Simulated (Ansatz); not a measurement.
Wanted: the native input for an Ansatz 0.2.0 run.

- Task: band structure
- Functional: RPBE
- Potentials or basis: Ansatz PAW
- Cutoff: 420 eV (not typed: the program's choice for these potentials)
- k mesh: 13 × 13 × 13
- Occupations: fermi-dirac, width 0.05 eV
- Spin: no spin polarisation
- Path: [["G", "X", "M", "G", "Z", "P", "N", "Z1", "M"], ["X", "P"]]
- Points for each segment of the path: 14

The system is Cu.

```
Cu
1.0
    -1.44279    1.44279    1.37608
     1.44279   -1.44279    1.37608
     1.44279    1.44279   -1.37608
Cu
1
Direct
  0.00000 0.00000 0.00000
```

This isn't the form of Cu at room conditions, which is fcc.

One way to write it, as run:

input.yaml

```yaml
crystal:
  lattice:
    - [-1.44279332, 1.44279332, 1.37608145]
    - [1.44279332, -1.44279332, 1.37608145]
    - [1.44279332, 1.44279332, -1.37608145]
  atoms:
    - { symbol: Cu, position: [0.0, 0.0, 0.0] }
hamiltonian:
  xc: rpbe
  pseudopotentials: { kind: paw }
kpoints:
  mp_grid: { grid: [13, 13, 13] }
  band_path:
    path:
      - [[0.0, 0.0, 0.0], [0.0, 0.0, 0.5], [-0.5, 0.5, 0.5], [0.0, 0.0, 0.0], [0.4774154906, 0.4774154906, -0.4774154906], [0.25, 0.25, 0.25], [0.0, 0.5, 0.0], [-0.4774154906, 0.5225845094, 0.4774154906], [-0.5, 0.5, 0.5]]
      - [[0.0, 0.0, 0.5], [0.25, 0.25, 0.25]]
    npoints: 14
scf:
  occupations: { method: fermi_dirac, width: 0.05 }
  n_extra_bands: 6
output:
  forces: true
  stress: true
  eigenvalues: true
  fatbands: false
```

Potentials or basis: Ansatz PAW.

The run is started by

```console
$ ansatz run input.yaml --threads 2 --pin off --max-ram 5632MiB --backend cpu --events-out ev --progress --plain --runs-dir out
```

Results of the run:

```yaml
Pressure: 12.5 GPa
Band_gap_on_the_k_mesh: none (metal or under the smearing width)
```

Caveat: the PAW data sets come from PBE, with cores solved anew for the run's functional, which leaves a small shift of forces and pressure.

It took 2.2 s on 2 threads of Arm Neoverse V1 (shared host), peak memory 0.29 GiB.
